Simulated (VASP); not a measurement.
**TiO2: single point with LDA**

TiO2:

```
CELL_PARAMETERS angstrom
6.03090 -1.84908 0.00100
6.03090 1.84908 0.00100
-1.88887 0.00000 6.19022
ATOMIC_POSITIONS crystal
Ti 0.80476 0.80476 0.71516
Ti 0.10097 0.10097 0.70825
Ti 0.19524 0.19524 0.28484
Ti 0.89903 0.89903 0.29175
O 0.05844 0.05844 0.37031
O 0.63819 0.63819 0.70478
O 0.13386 0.13386 0.00348
O 0.94156 0.94156 0.62969
O 0.73647 0.73647 0.34966
O 0.86614 0.86614 0.99652
O 0.26353 0.26353 0.65034
O 0.36181 0.36181 0.29522
```

The cell comes from a database or a generator and needn't be the stable form of this composition.

The cell isn't the ideal one: relaxed again under DFT LDA, scalar-relativistic, plane waves, PAW.

```
Program             : VASP 6.6.1
Task                : single point
Functional          : LDA
Potentials or basis : VASP PAW LDA potentials, release 64 (Ti_sv, O)
Cutoff              : 520 eV
k mesh              : 6 × 6 × 4
Occupations         : gaussian, width 0.02 eV
Spin                : no spin polarisation
```

| Item | Value |
| --- | --- |
| Pressure | 1.3 GPa |
| Largest force | 0.141 eV/Å |
| Band gap on the k mesh | 2.83 eV, indirect (least direct gap 3.02 eV) |

Forces on the atoms (eV/Å):
```
Ti  -0.017  0.000 -0.140
Ti   0.051  0.000 -0.054
Ti   0.017  0.000  0.140
Ti  -0.051  0.000  0.054
O    0.039  0.000  0.020
O   -0.019  0.000  0.003
O   -0.031  0.000 -0.083
O   -0.039  0.000 -0.020
O   -0.007  0.000  0.018
O    0.031  0.000  0.083
O    0.007  0.000 -0.018
O    0.019  0.000 -0.003
```

Stress tensor (GPa, compression positive):
```
1.24 0.00 0.08
0.00 1.18 0.00
0.08 0.00 1.52
```

Levels at points of the mesh, in eV from the valence-band top:
| k point | band 45 | band 46 | band 47 | band 48 | band 49 | band 50 | band 51 | band 52 |
| --- | --- | --- | --- | --- | --- | --- | --- | --- |
| (0.00, 0.00, 0.00) | -0.78 | -0.74 | -0.33 | -0.20 | 2.83 | 3.22 | 3.47 | 3.51 |
| (0.50, 0.00, 0.00) | -0.89 | -0.47 | -0.22 | -0.13 | 3.25 | 3.30 | 3.80 | 3.85 |
| (0.50, 0.50, 0.00) | -0.94 | -0.60 | -0.38 | -0.12 | 3.00 | 3.04 | 3.58 | 3.69 |
| (0.00, 0.00, 0.50) | -0.71 | -0.64 | -0.60 | -0.43 | 2.97 | 3.25 | 3.41 | 3.57 |
| (0.50, 0.00, 0.50) | -0.69 | -0.51 | -0.10 | 0.00 | 3.30 | 3.38 | 3.62 | 3.88 |
| (0.50, 0.50, 0.50) | -0.94 | -0.35 | -0.23 | -0.18 | 3.12 | 3.26 | 3.39 | 3.56 |

Wall time 22 min on 1 thread of Intel(R) Xeon(R) Platinum 8488C (Sapphire Rapids), on a shared host, peak memory 0.41 GiB.

A k mesh can miss the band edges.
